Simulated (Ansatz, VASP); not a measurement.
Cl in VASP and in Ansatz

```
CELL_PARAMETERS angstrom
-1.29267 1.29267 1.29267
1.29267 -1.29267 1.29267
1.29267 1.29267 -1.29267
ATOMIC_POSITIONS crystal
Cl 0.00000 0.00000 0.00000
```

Change from the starting cell: volume scaled by 0.4, PAW files.

Alike in both runs: task single point; functional PBE; k mesh 17 × 17 × 17; occupations fermi-dirac, width 0.1 eV; no spin polarisation.

```csv
,VASP,Ansatz
version,VASP 6.6.1,Ansatz 0.2.0
potentials or method,"VASP PAW PBE potentials, release 64 (Cl)","PAW with Ansatz's default frozen-core files, scalar-relativistic"
plane-wave cutoff (eV),520,420
valence electrons in the cell,7,7
```

Ansatz gave:

```
pressure (GPa) : 237.8
```

Question: Which values does VASP return?

Answer: Pressure (GPa): 236.1.

Caveats: the cell as given lies far from equilibrium; so large a pressure means that the cell lies far from this level's equilibrium, or that cutoff or potentials fall short (VASP); an odd number of electrons without spin polarisation forces a metal; a magnetic or distorted state may lie lower.
